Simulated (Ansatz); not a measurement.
# CdSe: the cost of one run

Computed with Ansatz 0.2.0 (DFT PBE, scalar-relativistic, plane waves, PAW, unless a step's input says otherwise).

1 further run of the same task is left out (it didn't finish).

## Step 1: The starting structure

It takes space group Cmcm (No. 63, orthorhombic). The conventional cell has a = 4.133 Å, b = 11.765 Å, c = 4.268 Å, α = 90.00°, β = 90.00°, γ = 90.00°. Cd (site symmetry m2m) is surrounded by 5 Se at 2.70 to 2.97 Å. Se (site symmetry m2m) is surrounded by 5 Cd at 2.70 to 2.97 Å.

Coordinates:

```
Cd Se
1.0
     2.06653   -5.88247    0.00000
     2.06653    5.88247    0.00000
     0.00000    0.00000    4.26803
Cd Se
2 2
Direct
  0.63176 0.36824 0.75000
  0.36824 0.63176 0.25000
  0.86129 0.13871 0.75000
  0.13871 0.86129 0.25000
```

Recipe of the guess: species swapped into a database cell of PbSe (Cmcm, No. 63), with Cd on the Pb sites. Lengths come from tabulated atomic sizes and are only a guess.

## Step 2: The guess as it stands, on a coarse mesh

The input, input.yaml:

```yaml
crystal:
  lattice:
    - [2.06653201, -5.88247048, 0.0]
    - [2.06653201, 5.88247048, 0.0]
    - [0.0, 0.0, 4.26803395]
  atoms:
    - { symbol: Cd, position: [0.63176072, 0.36823928, 0.75] }
    - { symbol: Cd, position: [0.36823928, 0.63176072, 0.25] }
    - { symbol: Se, position: [0.86128997, 0.13871003, 0.75] }
    - { symbol: Se, position: [0.13871003, 0.86128997, 0.25] }
basis:
  ecutwfc: 420
kpoints:
  mp_grid: { grid: [4, 4, 4] }
hamiltonian:
  xc: pbe
scf:
  occupations: { method: gaussian, width: 0.1 }
  lower_state_search: "off"
output:
  forces: true
  stress: true
  eigenvalues: true
```

Command:

```
ansatz run input.yaml --threads 1 --pin off --max-ram 2560MiB --backend cpu --events-out ev --progress --plain --runs-dir out
```

**Question.** How long does this run take on 1 thread of Intel Xeon Platinum 8488C (Sapphire Rapids), shared host, and how much memory does it need?

About 3 s, with a peak of 0.47 GiB.
